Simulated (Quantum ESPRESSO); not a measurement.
# C in Quantum ESPRESSO: phonons with PBE

Aim: the phonons of C with PBE.

All numbers are computed with Quantum ESPRESSO 7.5; they aren't measurements. Logs are shortened: lines on timing, memory, paths and dates and some standing lists are left out, and cuts for length are marked.

### Step 1. The slab as given

The cell holds a slab with vacuum, 2 atoms: a = 2.485 Å, b = 2.485 Å, c = 14.000 Å, α = 90.00°, β = 90.00°, γ = 120.00°.

The cell was built by a generator and needn't be a form met in nature.

### Step 2. Phonons, PBE

Contents of pw.in:

```
&CONTROL
  calculation = 'scf'
  prefix = 'pwscf'
  outdir = './tmp'
  pseudo_dir = './pseudo'
  tprnfor = .true.
  tstress = .true.
  disk_io = 'low'
/
&SYSTEM
  ibrav = 0
  celldm(1) = 8
  nat = 2
  ntyp = 1
  ecutwfc = 82
  nbnd = 9
  occupations = 'smearing'
  smearing = 'gaussian'
  degauss = 0.02204959
/
&ELECTRONS
  conv_thr = 4d-10
  electron_maxstep = 120
  mixing_beta = 0.5
/
ATOMIC_SPECIES
C     12.0110 C.upf
CELL_PARAMETERS alat
  0.5869016911556   0.0000000000000   0.0000000000000
 -0.2934508455778   0.5082717740648   0.0000000000000
  0.0000000000000   0.0000000000000   3.3070207180951
ATOMIC_POSITIONS crystal
C      0.3333333333    0.6666666667    0.5000000000
C      0.6666666667    0.3333333333    0.5000000000
K_POINTS automatic
54 54 1 0 0 0
```

Contents of scf2.in:

```
&CONTROL
  calculation = 'scf'
  prefix = 'pwscf'
  outdir = './tmp'
  pseudo_dir = './pseudo'
  tprnfor = .true.
  tstress = .true.
  disk_io = 'low'
/
&SYSTEM
  ibrav = 0
  celldm(1) = 8
  nat = 2
  ntyp = 1
  ecutwfc = 82
  nbnd = 9
  occupations = 'smearing'
  smearing = 'gaussian'
  degauss = 0.02204959
/
&ELECTRONS
  conv_thr = 1d-13
  electron_maxstep = 120
  mixing_beta = 0.5
  startingpot = 'file'
  startingwfc = 'file'
/
ATOMIC_SPECIES
C     12.0110 C.upf
CELL_PARAMETERS alat
  0.5869016911556   0.0000000000000   0.0000000000000
 -0.2934508455778   0.5082717740648   0.0000000000000
  0.0000000000000   0.0000000000000   3.3070207180951
ATOMIC_POSITIONS crystal
C      0.3333333333    0.6666666667    0.5000000000
C      0.6666666667    0.3333333333    0.5000000000
K_POINTS automatic
54 54 1 0 0 0
```

Contents of ph.in:

```
phonons of C
&INPUTPH
  prefix = 'pwscf'
  outdir = './tmp'
  tr2_ph = 1d-18
  fildyn = 'dyn'
  niter_ph = 90
  alpha_mix(1) = 0.4
/
0.0000000000 0.0000000000 0.0000000000
```

Contents of dynmat.in:

```
&INPUT
  fildyn = 'dyn'
  asr = 'crystal'
  filout = 'dynmat.disp'
  fileig = 'dynmat.eig'
/
```

Potentials or basis: PseudoDojo 0.4.1 SR PBE standard.

The run is started by

```console
$ OMP_NUM_THREADS=1 mpirun -n 8 pw.x -nk 8 -in pw.in > pw.out
$ OMP_NUM_THREADS=1 mpirun -n 8 pw.x -nk 8 -in scf2.in > scf2.out
$ OMP_NUM_THREADS=1 mpirun -n 8 ph.x -nk 8 -in ph.in > ph.out
$ OMP_NUM_THREADS=1 mpirun -n 1 dynmat.x -in dynmat.in > dynmat.out
```

pw.out:

```text
This program is part of the open-source Quantum ESPRESSO suite
     for quantum simulation of materials; please cite
         "P. Giannozzi et al., J. Phys.:Condens. Matter 21 395502 (2009);
         "P. Giannozzi et al., J. Phys.:Condens. Matter 29 465901 (2017);
         "P. Giannozzi et al., J. Chem. Phys. 152 154105 (2020);
     in publications or presentations arising from this work. More details at

     Message from routine setup:
     using ibrav=0 with symmetry is DISCOURAGED, use correct ibrav instead

     K-points division:     npool     =       8
     Subspace diagonalization in iterative solution of the eigenvalue problem:
     a serial algorithm will be used

     G-vector sticks info
     --------------------
     sticks:   dense  smooth     PW     G-vecs:    dense   smooth      PW
     Sum         499     499    151                50811    50811    8453

     Using Slab Decomposition

     bravais-lattice index     =            0
     lattice parameter (alat)  =       8.0000  a.u.
     unit-cell volume          =     505.0894 (a.u.)^3
     number of atoms/cell      =            2
     number of atomic types    =            1
     number of electrons       =         8.00
     number of Kohn-Sham states=            9
     kinetic-energy cutoff     =      82.0000  Ry
     charge density cutoff     =     328.0000  Ry
     scf convergence threshold =      4.0E-10
     mixing beta               =       0.5000
     number of iterations used =            8  plain     mixing
     Exchange-correlation= PBE
                           (   1   4   3   4   0   0   0)

     celldm(1)=   8.000000  celldm(2)=   0.000000  celldm(3)=   0.000000
     celldm(4)=   0.000000  celldm(5)=   0.000000  celldm(6)=   0.000000

     crystal axes: (cart. coord. in units of alat)
               a(1) = (   0.586902   0.000000   0.000000 )
               a(2) = (  -0.293451   0.508272   0.000000 )
               a(3) = (   0.000000   0.000000   3.307021 )

     reciprocal axes: (cart. coord. in units 2 pi/alat)
               b(1) = (  1.703863  0.983726 -0.000000 )
               b(2) = (  0.000000  1.967451  0.000000 )
               b(3) = (  0.000000 -0.000000  0.302387 )

     PseudoPot. # 1 for C  read from file:
     C.upf
     Pseudo is Norm-conserving + core correction, Zval =  4.0
     Generated using ONCVPSP code by D. R. Hamann
     Using radial grid of 1248 points,  4 beta functions with:
                l(1) =   0
                l(2) =   0
                l(3) =   1
                l(4) =   1

     atomic species   valence    mass     pseudopotential
     C                 4.00    12.01100     C ( 1.00)

     24 Sym. Ops., with inversion, found

   Cartesian axes

     site n.     atom                  positions (alat units)
         1        C      tau(   1) = (  -0.0000000   0.3388478   1.6535104  )
         2        C      tau(   2) = (   0.2934508   0.1694239   1.6535104  )

     number of k points=   271  Gaussian smearing, width (Ry)=  0.0220

     Number of k-points >= 100: set verbosity='high' to print them.

     Dense  grid:    50811 G-vectors     FFT dimensions: (  27,  27, 160)

     Initial potential from superposition of free atoms

     starting charge       7.9999, renormalised to       8.0000

     negative rho (up, down):  1.216E-05 0.000E+00
     Starting wfcs are    8 randomized atomic wfcs +    1 random wfcs

     Self-consistent Calculation

     iteration #  1     ecut=    82.00 Ry     beta= 0.50
     Davidson diagonalization with overlap
     ethr =  1.00E-02,  avg # of iterations =  7.7

     negative rho (up, down):  4.906E-06 0.000E+00

     total energy              =     -24.08684113 Ry
     estimated scf accuracy    <       0.18501354 Ry

     iteration #  2     ecut=    82.00 Ry     beta= 0.50
     Davidson diagonalization with overlap
     ethr =  2.31E-03,  avg # of iterations =  2.8

     negative rho (up, down):  9.775E-07 0.000E+00

     total energy              =     -24.09233838 Ry
     estimated scf accuracy    <       0.01725287 Ry

     iteration #  3     ecut=    82.00 Ry     beta= 0.50
     Davidson diagonalization with overlap
     ethr =  2.16E-04,  avg # of iterations =  6.6

     total energy              =     -24.09520650 Ry
     estimated scf accuracy    <       0.00057190 Ry

     iteration #  4     ecut=    82.00 Ry     beta= 0.50
     Davidson diagonalization with overlap
     ethr =  7.15E-06,  avg # of iterations =  5.9

     total energy              =     -24.09523947 Ry
     estimated scf accuracy    <       0.00008341 Ry

     iteration #  5     ecut=    82.00 Ry     beta= 0.50
     Davidson diagonalization with overlap
     ethr =  1.04E-06,  avg # of iterations =  4.0

     total energy              =     -24.09525670 Ry
     estimated scf accuracy    <       0.00000136 Ry

     iteration #  6     ecut=    82.00 Ry     beta= 0.50
     Davidson diagonalization with overlap
     ethr =  1.70E-08,  avg # of iterations =  2.4

     total energy              =     -24.09525700 Ry
     estimated scf accuracy    <       0.00000006 Ry

     iteration #  7     ecut=    82.00 Ry     beta= 0.50
     Davidson diagonalization with overlap
     ethr =  7.67E-10,  avg # of iterations =  2.7

     total energy              =     -24.09525703 Ry
     estimated scf accuracy    <          3.2E-09 Ry

     iteration #  8     ecut=    82.00 Ry     beta= 0.50
     Davidson diagonalization with overlap
     ethr =  4.03E-11,  avg # of iterations =  2.7

     End of self-consistent calculation

     Number of k-points >= 100: set verbosity='high' to print the bands.

     the Fermi energy is    -1.6267 ev

!    total energy              =     -24.09525703 Ry
     estimated scf accuracy    <          7.3E-11 Ry
     smearing contrib. (-TS)   =      -0.00006587 Ry
     internal energy E=F+TS    =     -24.09519116 Ry

     The total energy is F=E-TS. E is the sum of the following terms:
     one-electron contribution =    -141.44446747 Ry
     hartree contribution      =      72.24712806 Ry
     xc contribution           =      -8.54455404 Ry
     ewald contribution        =      53.64670229 Ry

     convergence has been achieved in   8 iterations

     Forces acting on atoms (cartesian axes, Ry/au):

     atom    1 type  1   force =     0.00000000    0.00000000    0.00000000
     atom    2 type  1   force =    -0.00000000   -0.00000000    0.00000000

     Total force =     0.000000     Total SCF correction =     0.000000

     Computing stress (Cartesian axis) and pressure

          total   stress  (Ry/bohr**3)                   (kbar)     P=      -14.39
  -0.00014553  -0.00000000   0.00000000          -21.41       -0.00        0.00
  -0.00000000  -0.00014553   0.00000000           -0.00      -21.41        0.00
   0.00000000   0.00000000  -0.00000233            0.00        0.00       -0.34

=------------------------------------------------------------------------------=
   JOB DONE.
=------------------------------------------------------------------------------=
```

Wall time 4 min (8 MPI ranks of AMD EPYC 7R43 (Zen 3), shared host); peak memory 0.88 GiB.

What came out:

```
Free energy                   : -327.8327 eV
Band gap on the k mesh        : none (metal or under the smearing width)
Highest phonon frequency at Γ : 1515 cm⁻¹
```

Levels at points of the mesh, in eV from the Fermi level:
| k point | band 1 | band 2 | band 3 | band 4 | band 5 | band 6 | band 7 | band 8 |
| --- | --- | --- | --- | --- | --- | --- | --- | --- |
| (0.00, 0.00, 0.00) | -19.36 | -7.48 | -3.07 | -3.07 | 3.32 | 4.27 | 4.90 | 7.07 |
| (0.00, -0.50, 0.00) | -14.22 | -13.12 | -6.39 | -2.32 | 1.68 | 7.22 | 11.06 | 11.21 |

Phonon frequencies in cm⁻¹ (negative: imaginary):
| q point | frequencies |
| --- | --- |
| (0.000, 0.000, 0.000) | -1 -1 3 876 1515 1515 |

Optical modes at Γ, degenerate ones joined:
```tsv
cm⁻¹	components	symmetry	active in
876	1	B1g	silent
1515	2	E2g	Raman
```

Caveat: the mesh is thin for the phonons of a metal.
